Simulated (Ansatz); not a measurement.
# Ta2N (P-3m1) in Ansatz: further runs

Aim: see how the results for Ta2N move with the level of theory and the settings. Levels: BPBE, RPBE. Tasks: single point, relaxation of cell and atoms.

All numbers are computed with Ansatz 0.2.0; they aren't measurements. Logs are shortened: lines on timing, memory, paths and dates and some standing lists are left out, and cuts for length are marked.

### 1 The undisturbed crystal

It takes space group P-3m1 (No. 164, trigonal). Conventional cell: a = 3.113 Å, b = 3.113 Å, c = 4.870 Å, α = 90.00°, β = 90.00°, γ = 120.00°. Ta (site symmetry 3m) is surrounded by 3 N at 2.18 Å. N (site symmetry -3m) is surrounded by 6 Ta at 2.18 Å.

The cell comes from a database or a generator and needn't be the stable form of this composition.

### 2 Single point, BPBE, spin-orbit coupling, no magnetisation (volume scaled by 1.04)

File input.yaml:

```yaml
crystal:
  lattice: { a: 3.15382491, b: 3.15382491, c: 4.9339252, alpha: 90.0, beta: 90.0, gamma: 120.0 }
  space_group: 164
  reduce_to_primitive: true
  atoms:
    - { symbol: Ta, wyckoff: "2d", position: [0.3333333333, 0.6666666667, 0.254711] }
    - { symbol: "N", wyckoff: "1a", position: [0.0, 0.0, 0.0] }
hamiltonian:
  xc: { exchange: b88, correlation: pbe }
  pseudopotentials: { kind: paw_fr }
magnetization:
  noncollinear: true
  spin_orbit: true
kpoints:
  mp_grid: { grid: [10, 10, 6] }
scf:
  occupations: { method: fermi_dirac, width: 0.01 }
output:
  forces: true
  stress: true
  eigenvalues: true
```

Potentials or basis: Ansatz PAW.

Launch:

```sh
$ ansatz run input.yaml --threads 2 --pin off --max-ram 5120MiB --backend cpu --events-out ev --progress --plain --runs-dir out
```

Log:

```text
Warning: RAYON_NUM_THREADS=2 ignored (pool sized by the plan → 2); use --threads N
crystal.space_group: 164 is read as P-3m1: the typed cell holds Ta2N1 (Ta 2d, N 1a). Least distances (Å): Ta–Ta 3.029, Ta–N 2.212, N–N 3.154
crystal.space_group generates its sites in this order, which a site index counts, at these fractional coordinates of the primitive cell where crystal.reduce_to_primitive is true, and else of the cell that is read (crystal.supercell repeats the list replica by replica, and crystal.defects acts on that): 0: Ta [0.333333, 0.666667, 0.254711]; 1: Ta [0.666667, 0.333333, 0.745289]; 2: N [0.000000, 0.000000, 0.000000];
Engine: ansatz 0.2.0, x86_64-unknown-linux-gnu
Pseudopotentials: kind: paw_fr
Pseudopotential: Ta, paw_fr, valence charge 13, recommended cutoff 420 eV (normal), Ta.paw.azcp#standard-fr
Pseudopotential: N, paw_fr, valence charge 5, recommended cutoff 420 eV (normal), N.paw.azcp#standard-fr
Functional definition: unnamed
  exchange = b88_x
  correlation = pbe_c
non-collinear run that drives no moment, with spin-orbit: no starting moment large enough to seed its density (crystal.atoms[].spin), no starting occupations that ask for one, no magnetisation constraint and no magnetic field, so the semilocal B_xc is pinned to zero
Crystal: 3 atoms, lattice volume = 42.501 Å³
Basis set: ecut = 420 eV, 833 PW (Γ), exchange–correlation on 48×48×72 points (8 copies of the dense FFT grid, shifted against one another)
Bands: 40, of which v1, the nominal top of the filled ones, is band 31 counted from 1 (30 counted from 0)
Symmetry: 12 space group operations + 12 with time reversal
Magnetic group: BNS 164.86 (UNI 1316), of the structure as read, at distance tolerance 3.5e-5 Å
k-points: 72 of 600
Projection manifold: j_resolved (fully-relativistic pseudo-atomic orbitals)
Non-local potential: Ta, projectors of the file, l = 0: 3, l = 1: 4, l = 2: 4, l = 3: 2
Non-local potential: N, projectors of the file, l = 0: 2, l = 1: 4, l = 2: 2
PAW form: soft (Blöchl's): semilocal exchange-correlation on the pseudo side does not see the compensation charge
PAW frozen core: Ta, regenerated for the run's functional, and the local potential with it (the file was generated under x = pbe(κ = 0.804, μ = 0.2195149727645171), c = pbe(β = 0.06672455060314922))
PAW frozen core: N, regenerated for the run's functional, and the local potential with it (the file was generated under x = pbe(κ = 0.804, μ = 0.2195149727645171), c = pbe(β = 0.06672455060314922))
PAW one-centre angular grid: Ta, 590 points (default); XC on 64 Gauss nodes
PAW one-centre angular grid: N, 110 points (default); XC on 64 Gauss nodes
Initial density: superposition of atomic densities (chi_scale 0.1, normalization cell, long waves kept (reshape's long-wave potential 0.06 eV rms))
Initial wavefunctions: pseudopotential atomic-orbital guess
Functional: x = b88, c = pbe(β = 0.06672455060314922)
SCF iter   1: F=—  HF=-20370.657318 eV  |F-HF|=—  |Δ(HF+E_count)|=         —  Δρ=5.60e-2  dr2=3.64e0  dr2_m=0.00e0 (ungated)  ethr=3.10e-3  |M|=0.00e0 ∫|m|=0.00e0 μB  |m|>n=0.0e0 m-floor=0.0e0 τ_xc=0.0e0  β_m=0.30  ⟨swp⟩=6.0  Hψ=6669  notcnv=0
preconditioner: auto → Kerker (q_TF=auto, 2.589 Å⁻¹)  [metal: Δε(μ)=0.029 eV  Ē_g=7.941 eV  σ=0.010 eV  W_gap=0.49  n_scr=10 (ndim 8)  ℏωp=22.1 eV  f_vac=0.000  D(μ)=2.41/eV (n_scr^D=22)]
spin=Noncollinear: Kerker preconditioning applied to the charge; magnetization (m_x, m_y, m_z) channels mix plain (no charge-response kernel on spin).
SCF iter   2: F=—  HF=-20370.342892 eV  |F-HF|=—  |Δ(HF+E_count)|=   3.14e-1  Δρ=4.11e-2  dr2=2.16e0  dr2_m=0.00e0 (ungated)  ethr=3.10e-3  |M|=0.00e0 ∫|m|=0.00e0 μB  |m|>n=0.0e0 m-floor=0.0e0 τ_xc=0.0e0  β_m=0.65  ⟨swp⟩=2.0  Hψ=1902  notcnv=0  defer=230
SCF iter   3: F=—  HF=-20369.854806 eV  |F-HF|=—  |Δ(HF+E_count)|=   4.88e-1  Δρ=1.07e-2  dr2=1.60e-1  dr2_m=0.00e0 (ungated)  ethr=3.10e-3  |M|=0.00e0 ∫|m|=0.00e0 μB  |m|>n=0.0e0 m-floor=0.0e0 τ_xc=0.0e0  β_m=0.63  ⟨swp⟩=3.0  Hψ=2318  notcnv=0  defer=230
SCF iter   4: F=—  HF=-20369.822106 eV  |F-HF|=—  |Δ(HF+E_count)|=   3.27e-2  Δρ=3.81e-3  dr2=6.58e-3  dr2_m=0.00e0 (ungated)  ethr=5.17e-4  |M|=0.00e0 ∫|m|=0.00e0 μB  |m|>n=0.0e0 m-floor=0.0e0 τ_xc=0.0e0  β_m=0.82  ⟨swp⟩=2.7  Hψ=2266  notcnv=0  defer=258
SCF iter   5: F=—  HF=-20369.820667 eV  |F-HF|=—  |Δ(HF+E_count)|=   1.44e-3  Δρ=7.05e-4  dr2=1.78e-4  dr2_m=0.00e0 (ungated)  ethr=2.12e-5  |M|=0.00e0 ∫|m|=0.00e0 μB  |m|>n=0.0e0 m-floor=0.0e0 τ_xc=0.0e0  β_m=0.91  ⟨swp⟩=2.6  Hψ=2035  notcnv=0  defer=258
SCF iter   6: F=—  HF=-20369.820658 eV  |F-HF|=—  |Δ(HF+E_count)|=   8.55e-6  Δρ=1.72e-4  dr2=1.31e-5  dr2_m=0.00e0 (ungated)  ethr=5.75e-7  |M|=0.00e0 ∫|m|=0.00e0 μB  |m|>n=0.0e0 m-floor=0.0e0 τ_xc=0.0e0  β_m=0.95  ⟨swp⟩=2.3  Hψ=1927  notcnv=0  defer=258
SCF iter   7: F=—  HF=-20369.820658 eV  |F-HF|=—  |Δ(HF+E_count)|=   4.33e-7  Δρ=3.09e-5  dr2=5.01e-7  dr2_m=0.00e0 (ungated)  ethr=4.23e-8  |M|=0.00e0 ∫|m|=0.00e0 μB  |m|>n=0.0e0 m-floor=0.0e0 τ_xc=0.0e0  β_m=0.98  ⟨swp⟩=2.9  Hψ=2356  notcnv=0  defer=258
SCF iter   8: F=-20369.820658 eV  HF=-20369.820658 eV  |F-HF|=8.58e-9  |Δ(HF+E_count)|=   1.15e-7  Δρ=7.79e-6  dr2=2.65e-8  dr2_m=0.00e0 (ungated)  ethr=3.23e-10  |M|=0.00e0 ∫|m|=0.00e0 μB  |m|>n=0.0e0 m-floor=0.0e0 τ_xc=0.0e0  ⟨swp⟩=11.2  Hψ=6508  notcnv=0
SCF 1 converged in 8 iterations: F = -20369.820658 eV  dr2 = 2.65e-8
SCF converged after 8 iterations
Magnetization: |M| = 0.0000 μB,  M = (+0.0000, +0.0000, +0.0000) μB
Absolute magnetization: 0.0000 μB (∫|m|)
  site 0: m = (+0.0000, +0.0000, +0.0000) μB, |m| = 0.0000 μB  (R = 0.91 Å)
  site 1: m = (+0.0000, +0.0000, +0.0000) μB, |m| = 0.0000 μB  (R = 0.91 Å)
  site 2: m = (+0.0000, +0.0000, +0.0000) μB, |m| = 0.0000 μB  (R = 0.91 Å)
Free energy (F): -20369.820658 eV
Harris-Foulkes:  -20369.820658 eV  (|F-HF|=8.58e-9)
Internal energy: -20369.819863 eV  (E = F + TS)
E sigma→0 (E₀):  -20369.820260 eV
Entropy (-TS):   -0.000795 eV (-0.265 meV/atom)
Fermi energy:    18.726850 eV
--- Per-component energies (eV) ---
  E_band       = -211.998764
  E_kinetic    = 859.746149
  E_local      = -1300.141121  (includes V_loc(G=0)·N_el)
  E_nonlocal   = 67.199002
  E_hartree    = 445.548747
  E_xc         = -497.430507
  E_vxc        = -484.734623  (∫ρ·V_xc dr)
  E_paw        = -17031.278486  (= ΣΔE_a)
  E_vpaw       = -245.167697  (= ΣTr[D̂ρ^β])
  E_aug_tail   = 0.000333  (compensation charges beyond the density's cutoff)
  E_ewald      = -2913.356449
  E_core_change = -0.107530  (= ΣΔE_core)
  E_smearing   = -0.000795  (= −TS)
  E_closure    = -0.000000  (closes the sum)
  Σ components = -20369.820658   (vs F -20369.820658, Δ=0.00e0)
--- Forces (eV/Å), atoms counted from 1 ---
  atom   1  Ta     0.00000000    -0.00000000    -0.19614583
  atom   2  Ta    -0.00000000     0.00000000     0.19614583
  atom   3  N      0.00000000    -0.00000000     0.00000000
  max |Σ_I F_I| component: 5.55e-17 eV/Å
--- Stress (GPa, compression-positive) ---
      -12.071220      -0.000000      -0.000000
       -0.000000     -12.071220       0.000000
       -0.000000      -0.000000     -10.975306
  P = ⅓ Tr σ = -11.7059 GPa (-117.059 kbar)
--- Band table (eV; the first three rows and the last of 72) ---
  k-point 0: bands = ["-49.8595", "-49.8595", "-49.7952", "-49.7952", "-22.7672", "-22.7672", "-22.5575", "-22.5575", "-14.3739", "-14.3739", "-13.8494", "-13.8494", "-13.7172", "-13.7172", "-13.6362", "-13.6362", "1.5344", "1.5344", "10.6087", "10.6087", "12.8789", "12.8789", "12.8985", "12.8985", "13.7649", "13.7649", "18.0130", "18.0130", "18.2095", "18.2095", "18.7577", "18.7577", "18.9638", "18.9638", "18.9810", "18.9810", "19.2075", "19.2075", "19.7058", "19.7058"]
  k-point 1: bands = ["-49.8553", "-49.8553", "-49.7995", "-49.7995", "-22.7530", "-22.7530", "-22.5714", "-22.5714", "-14.3288", "-14.3288", "-13.8409", "-13.8409", "-13.7258", "-13.7258", "-13.6898", "-13.6898", "1.5819", "1.5819", "10.4255", "10.4255", "12.8342", "12.8342", "12.8564", "12.8564", "14.1337", "14.1337", "17.5839", "17.5839", "17.9936", "17.9936", "18.4376", "18.4376", "19.1463", "19.1463", "19.3853", "19.3853", "19.5117", "19.5117", "20.1686", "20.1686"]
  k-point 2: bands = ["-49.8437", "-49.8437", "-49.8112", "-49.8112", "-22.7144", "-22.7144", "-22.6094", "-22.6094", "-14.2032", "-14.2032", "-13.8324", "-13.8324", "-13.8180", "-13.8180", "-13.7488", "-13.7488", "1.6787", "1.6787", "10.1101", "10.1101", "12.7497", "12.7497", "12.7776", "12.7776", "15.0071", "15.0071", "16.8885", "16.8885", "17.6416", "17.6416", "18.0035", "18.0035", "19.9021", "19.9021", "20.1787", "20.1787", "20.1885", "20.1885", "20.8025", "20.8025"]
  k-point 71: bands = ["-49.7951", "-49.7951", "-49.7945", "-49.7945", "-22.7801", "-22.7801", "-22.7709", "-22.7709", "-14.3851", "-14.3851", "-14.2589", "-14.2589", "-14.0432", "-14.0432", "-13.8778", "-13.8778", "2.3948", "2.3948", "11.1488", "11.1488", "11.4921", "11.4921", "12.5137", "12.5137", "16.3995", "16.3995", "16.6530", "16.6530", "16.8671", "16.8671", "18.9230", "18.9230", "19.1230", "19.1230", "20.2992", "20.2992", "22.1176", "22.1176", "22.6955", "22.6955"]
```

Wall time 6.5 s (2 threads of Intel Xeon Platinum 8375C at 2.90GHz (Ice Lake), shared host); peak memory 0.58 GiB.

Results:

* Free energy: -20369.8207 eV
* Pressure: -11.7 GPa
* Largest force: 0.196 eV/Å
* Band gap on the k mesh: none (metal or under the smearing width)

Forces on the atoms (eV/Å):
```
Ta   0.000  0.000 -0.196
Ta   0.000  0.000  0.196
N    0.000  0.000  0.000
```

Stress tensor (GPa, compression positive):
```
-12.07   0.00   0.00
  0.00 -12.07   0.00
  0.00   0.00 -10.98
```

Caveat: the PAW data sets come from PBE, with cores solved anew for the run's functional, which leaves a small shift of forces and pressure.

### 3 Relaxation of cell and atoms, RPBE (atoms moved at random, drawn with an rms of 0.1 Å)

File input.yaml:

```yaml
crystal:
  lattice:
    - [3.112861506, 0.0, 0.0]
    - [-1.556430753, 2.6958171426, 0.0]
    - [0.0, 0.0, 4.869841]
  atoms:
    - { symbol: Ta, position: [0.358142, 0.66415, 0.261114] }
    - { symbol: Ta, position: [0.674204, 0.314685, 0.740856] }
    - { symbol: "N", position: [0.006718, 0.018601, 0.000163] }
hamiltonian:
  xc: rpbe
  pseudopotentials: { kind: paw, source: jth }
kpoints:
  mp_grid: { grid: [10, 10, 6] }
scf:
  occupations: { method: gaussian, width: 0.001 }
output:
  forces: true
  stress: true
  write_density: true
  write_potential: true
  elf: true
  volumetric_format: npy
relax:
  f_tol: 0.01
  max_steps: 40
  cell: { stress_tol: 0.05 }
```

Potentials or basis: JTH PAW.

Launch:

```sh
$ ansatz run input.yaml --threads 2 --pin off --max-ram 5120MiB --backend cpu --events-out ev --progress --plain --runs-dir out
```

Log:

```text
Warning: the checks of this Ta dataset prove no rule for summing its radial tables, as where they were carried onto another mesh than they were made on, and Gregory's rule is taken, under which a leading mesh point left out moves its sums only by what lay on the interval it spanned. That does not make them correct, and they differ from Quantum ESPRESSO's on this file; a re-export a fraction of a mesh step off can move them. hamiltonian.pseudopotentials.radial_quadrature: simpson_from_first_knot sums it by `pw.x`'s rule; on a PAW file no value gives `pw.x`'s numbers. What more to know: hamiltonian.pseudopotentials.radial_quadrature, in the input reference
Warning: the checks of this N dataset prove no rule for summing its radial tables, as where they were carried onto another mesh than they were made on, and Gregory's rule is taken, under which a leading mesh point left out moves its sums only by what lay on the interval it spanned. That does not make them correct, and they differ from Quantum ESPRESSO's on this file; a re-export a fraction of a mesh step off can move them. hamiltonian.pseudopotentials.radial_quadrature: simpson_from_first_knot sums it by `pw.x`'s rule; on a PAW file no value gives `pw.x`'s numbers. What more to know: hamiltonian.pseudopotentials.radial_quadrature, in the input reference
Warning: RAYON_NUM_THREADS=2 ignored (pool sized by the plan → 2); use --threads N
[... 1 set-up line as earlier in the session ...]
Pseudopotentials: kind: paw
Pseudopotential: Ta, paw, valence charge 13, recommended cutoff 1290 eV (normal), Ta.paw.azcp
Pseudopotential: N, paw, valence charge 5, recommended cutoff 1320 eV (normal), N.paw.azcp
[... 187 lines left out ...]
  k-point 303: bands = ["-49.4445", "-49.4406", "-16.4425", "-16.3982", "-15.8602", "-15.8572", "-15.8023", "-15.8005", "2.5864", "10.8297", "12.5938", "13.2395", "15.9549", "17.0400", "17.1487", "18.8408", "19.9465", "22.6017", "22.8214", "23.2702"]
--- Relaxed structure (9 steps of the walk, 7 accepted, 1 SCFs on fresh bases) ---
  F+E_penalty+E_count = -20199.07387414 eV   max|allowed force component| = 7.695e-4 eV/Å   (the final SCF, on the basis selected at the relaxed cell)
  cell:  # Å, volume = 41.1964 Å³
    - [3.103469718610266, 0.0012140422872030457, 0.0006663489550939784]
    - [-1.5506834678431696, 2.6970707176374584, -0.008307896599815763]
    - [0.0010424535288733835, -0.014405883893584931, 4.920682815896881]
  atoms:
    - { symbol: Ta, position: [0.348437220067604, 0.6705666909079173, 0.2565516082247667] }
    - { symbol: Ta, position: [0.6776022175338817, 0.327734015112499, 0.7448703895868957] }
    - { symbol: N, position: [0.013024562398514714, -0.0008647060204158653, 0.0007110021883377287] }
```

rho_z.tsv:

```text
# z_ang	rho[e/angstrom^3]
# format = ansatz-planar-average/11
# lattice	3.103469719	0.001214042	0.000666349
# lattice	-1.550683468	2.697070718	-0.008307897
# lattice	0.001042454	-0.014405884	4.920682816
# sites	3
# site	73	0.041795123	1.805292951	1.257070272
# site	73	1.595482737	0.874013937	3.662999665
# site	7	0.041762962	-0.002326604	0.003514479
0.000000	7.506170e-1
0.082012	7.469120e-1
0.164023	7.334375e-1
0.246035	7.092655e-1
0.328047	6.803039e-1
0.410059	6.578384e-1
[... 52 lines left out ...]
4.756681	7.317623e-1
4.838692	7.461850e-1
```

It took 5 min on 2 threads of Intel Xeon Platinum 8375C at 2.90GHz (Ice Lake), shared host; peak memory 1.4 GiB.

What came out:

```
Free energy                            : -20199.0739 eV
Relaxed volume                         : 13.73 Å³/atom
Relaxed cell                           : a = 3.103 Å, b = 3.111 Å, c = 4.921 Å, α = 90.30°, β = 89.98°, γ = 119.87°
Space group after relaxing (to 0.05 Å) : P-3m1 (No. 164)
Energy gained by relaxing              : 28.0 meV/atom
Ionic steps                            : 8
Pressure after relaxing                : 0.0 GPa
```

The path:
```csv
step,energy change (eV),largest force (eV/Å),volume (Å³)
1,0.0000,1.2050,40.87
2,-0.0793,0.2763,41.30
3,-0.0832,0.0518,41.29
4,-0.0836,0.0342,41.16
5,-0.0837,0.0223,41.21
6,-0.0838,0.0060,41.20
7,-0.0838,0.0009,41.20
8,-0.0839,0.0009,41.20
```

Final structure:
```
CELL_PARAMETERS angstrom
3.10347 0.00121 0.00067
-1.55068 2.69707 -0.00831
0.00104 -0.01441 4.92068
ATOMIC_POSITIONS crystal
Ta 0.34844 0.67057 0.25655
Ta 0.67760 0.32773 0.74487
N 0.01302 0.99914 0.00071
```

Caveat: the plane-wave basis is chosen anew once the cell has moved, so the energies of steps on either side of that aren't comparable. The run has no spin-orbit coupling, so splittings on Ta are missing.
